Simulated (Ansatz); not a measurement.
**NaH under changes of volume**

One of the cells (14.527 Å³/atom); the others are scaled copies at fixed shape and fractional positions:

```
Na H
1.0
     0.00000    2.44000    2.44000
     2.44000    0.00000    2.44000
     2.44000    2.44000    0.00000
Na H
1 1
Direct
  0.00000 0.00000 0.00000
  0.50000 0.50000 0.50000
```

| Item | Value |
| --- | --- |
| Program | Ansatz 0.2.0 |
| Functional | LDA |
| Potentials or basis | all-electron LAPW, scalar-relativistic |
| Cutoff | 151 eV (chosen from the basis error) |
| Basis error allowed | 0.001 eV/atom |
| k mesh | 9 × 9 × 9 |
| Occupations | fermi-dirac, width 0.05 eV |
| Spin | no spin polarisation |

```csv
volume (Å³/atom),energy over the lowest point (meV/atom),pressure (GPa),gap on the mesh (eV)
13.655,0.00,-1.4,3.78
13.946,2.98,-1.9,3.74
14.236,6.72,-2.3,3.71
14.527,11.14,-2.6,3.67
14.817,16.18,-2.9,3.64
15.108,?,?,?
15.398,27.86,-3.5,3.57
```

**Question.** What does the run at 15.108 Å³/atom give?

**Answer.** Energy over the lowest point 21.77 meV/atom; pressure -3.2 GPa; gap on the mesh 3.60 eV.

Worked out: A Birch-Murnaghan fit of order 3 (a polynomial in V^(-2/3)) to the other rows has no minimum within the range. It gives 21.78 meV/atom at 15.108 Å³/atom, against the run's 21.77, and -dE/dV = -3.2 GPa, against -3.2. A straight line through the other rows of the gap, of slope -1.73 eV per unit of ln V, gives 3.60 eV, against the run's 3.60.

Energies are extrapolated to zero smearing.

Caveats: an odd mesh through Γ misses points on the zone boundary, where band edges often lie.
